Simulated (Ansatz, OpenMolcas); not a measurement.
**A small benchmark: atomisation enthalpy at 298 K**

8 molecules, all hydrocarbons; the atomisation enthalpy at 298 K in kJ/mol, computed less measured. Shapes, held fixed at every level: PBE0-D4/def2-TZVP. Flexible molecules stand in one conformer, not always the lowest. Thermal terms are harmonic and unscaled (PBE0-D4/def2-TZVP); the spin-orbit lowering of the free atoms is taken from their spectra. Programs: Ansatz 0.2.0, OpenMolcas 26.06. Measured values: Active Thermochemical Tables.

Levels: A = HF/3-21G; B = HF/def2-SVP; C = wB97M-V/def2-TZVPP; D = CCSD(T)/def2-SVP.

| molecule | from tabulated heats | A | B | C | D |
| --- | --- | --- | --- | --- | --- |
| CH4 (methane) | 1663 | -419 | -377 | -1 | -68 |
| C2H4 (ethylene) | 2253 | -645 | -548 | -1 | -93 |
| C3H3 (cyclopropenyl radical) | 2318 | -843 | -628 | +11 | -100 |
| C2H6 (ethane) | 2826 | -741 | -650 | +2 | -109 |
| C3H6 (cyclopropane) | 3405 | -1002 | -829 | +8 | -134 |
| C4H6 (cyclobutene) | 4019 | -1238 | -1018 | +2 | -165 |
| C4H6 (SMILES CC#CC) | 4030 | -1184 | -999 | +1 | -165 |
| C4H8 (1-butene) | 4612 | -1298 | -1106 | +3 | -180 |

(1) Sum up the errors.

Results:

(1) 
```json
{"level": "HF/3-21G", "kind": "Hartree–Fock", "mean error": "-921.2", "mean absolute error": "921.2", "worst case": "C4H8"}
{"level": "HF/def2-SVP", "kind": "Hartree–Fock", "mean error": "-769.4", "mean absolute error": "769.4", "worst case": "C4H8"}
{"level": "wB97M-V/def2-TZVPP", "kind": "range-separated hybrid", "mean error": "+3.1", "mean absolute error": "3.6", "worst case": "C3H3"}
{"level": "CCSD(T)/def2-SVP", "kind": "coupled cluster or CI", "mean error": "-126.8", "mean absolute error": "126.8", "worst case": "C4H8"}
```

On this set wB97M-V/def2-TZVPP has the smallest mean absolute error and HF/3-21G the largest. HF/3-21G is too low in 8 of 8; HF/def2-SVP is too low in 8 of 8; wB97M-V/def2-TZVPP is too high in 6 of 8; CCSD(T)/def2-SVP is too low in 8 of 8. Heats of the atoms come from ATcT where it has them. The levels differ in basis as well as in method. For HF/3-21G and HF/def2-SVP and CCSD(T)/def2-SVP the error tends to grow with the atomisation enthalpy. Hartree–Fock lacks correlation and underbinds. Correlated wave functions converge slowly with the basis. Open shells run unrestricted. The set is small.
